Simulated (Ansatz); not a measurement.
**BaTiO3: stiffness from a series of strains**

```
CELL_PARAMETERS angstrom
3.99980 0.00000 0.00000
0.00000 3.99980 0.00000
0.00000 0.00000 4.01800
ATOMIC_POSITIONS crystal
Ba 0.00000 0.00000 0.00000
Ti 0.50000 0.50000 0.48200
O 0.50000 0.50000 0.01600
O 0.50000 0.00000 0.51500
O 0.00000 0.50000 0.51500
```

Atoms are numbered in the order listed.

Conventional cell: a = 4.000 Å, b = 4.000 Å, c = 4.018 Å, α = 90.00°, β = 90.00°, γ = 90.00°. Ba (atom 1) has 12 O at 2.79 to 2.88 Å as nearest neighbours. Ti (atom 2) has 6 O at 1.87 to 2.15 Å as nearest neighbours. Around O (atom 3) lie 2 Ti at 1.87 to 2.15 Å. O (atom 4) is surrounded by 2 Ti at 2.00 Å.

The cell is COD entry 2100858, as deposited and not checked against the literature; nothing was relaxed.

Spin–orbit coupling is left out, though it moves levels of the heavy atoms by tenths of an eV or more.

Theory: Ansatz 0.2.0, DFT, PBE, all-electron LAPW, scalar-relativistic.

Sampling and basis: a Γ-centred 7×7×7 k mesh, Fermi–Dirac smearing of 0.08 eV, basis error target 1 meV/atom, no spin polarisation.

The strain is applied along the Cartesian axes of the cell as listed (the other components stay zero). Fractional coordinates are held (clamped ions).

σ is the change of stress from the unstrained cell, which is at 2.66 GPa; tension is positive, so slopes are stress–strain coefficients at that pressure.

Only quantities that a quadratic follows smoothly over the whole series are listed; rougher ones are left out.

```
εxx = εyy  σzz (GPa)  σxx (GPa)
  -0.0300      -7.43     -14.49
  -0.0200      -4.77      -9.07
   0.0000       0.00       0.00
   0.0100       2.12       3.78
   0.0200       4.08       7.13
   0.0300       5.88      10.08
```

(1) Fit the series and read off the stiffness at zero strain.

(2) One run, at εxx = εyy = -0.0100, is withheld. Predict its row.

Answers

(1) Least-squares fits y = p0 + p1 x + p2 x² to the rows give σzz (GPa): p1 = 222, p2 = -860; σxx (GPa): p1 = 408, p2 = -2400. So C13 + C23 = 222 GPa and C11 + C12 = 408 GPa, for these axes.

(2) The fits give -2.31, -4.34; the run gave -2.29, -4.27.
